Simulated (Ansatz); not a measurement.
# Al2O3: the cost of one run

Program: Ansatz 0.2.0. Level of theory: DFT PBE, scalar-relativistic, plane waves, PAW. These are calculated values, not measurements.

**1. The system as given**

Symmetry: P-4m2, No. 115, tetragonal system. The conventional cell has a = 4.358 Å, b = 4.358 Å, c = 3.667 Å, α = 90.00°, β = 90.00°, γ = 90.00°. Al (site symmetry -4m2) has 6 O at 1.83 to 2.18 Å in its first shell of neighbours. Al (site symmetry -4m2) has 12 O at 2.79 to 3.08 Å in its first shell of neighbours. O (site symmetry -4m2) is surrounded by 2 Al at 1.83 Å. O (site symmetry 2mm) has 6 Al at 2.18 to 2.91 Å in its first shell of neighbours.

Coordinates:

```xyz
5
Lattice="4.3577 0.0000 0.0000 0.0000 4.3577 0.0000 0.0000 0.0000 3.6668" Properties=species:S:1:pos:R:3 pbc="T T T"
Al    0.0000    0.0000    1.8334
Al    2.1789    2.1789    0.0000
O     0.0000    0.0000    0.0000
O     0.0000    2.1789    1.7452
O     2.1789    0.0000    1.9216
```

The cell is invented: random cell by space group and Wyckoff sites (P-4m2, No. 115). The dimensions are guesses.

**2. The guess as it stands, on a coarse mesh**

The input, input.yaml:

```yaml
crystal:
  lattice:
    - [4.35772056, 0.0, 0.0]
    - [0.0, 4.35772056, 0.0]
    - [0.0, 0.0, 3.66678966]
  atoms:
    - { symbol: Al, position: [0.0, 0.0, 0.5] }
    - { symbol: Al, position: [0.5, 0.5, 0.0] }
    - { symbol: O, position: [0.0, 0.0, 0.0] }
    - { symbol: O, position: [0.0, 0.5, 0.4759434] }
    - { symbol: O, position: [0.5, 0.0, 0.5240566] }
basis:
  ecutwfc: 420
kpoints:
  mp_grid: { grid: [4, 4, 6] }
hamiltonian:
  xc: pbe
scf:
  occupations: { method: gaussian, width: 0.1 }
  lower_state_search: "off"
output:
  forces: true
  stress: true
  eigenvalues: true
```

Run with:

```
ansatz run input.yaml --threads 1 --pin off --max-ram 2560MiB --backend cpu --events-out ev --progress --plain --runs-dir out
```

**Question.** How long does this run take on 1 thread of Intel Xeon at 2.50GHz (Skylake/Cascade Lake), shared host, and how much memory does it need?

About 4.1 s, with a peak of 0.34 GiB.
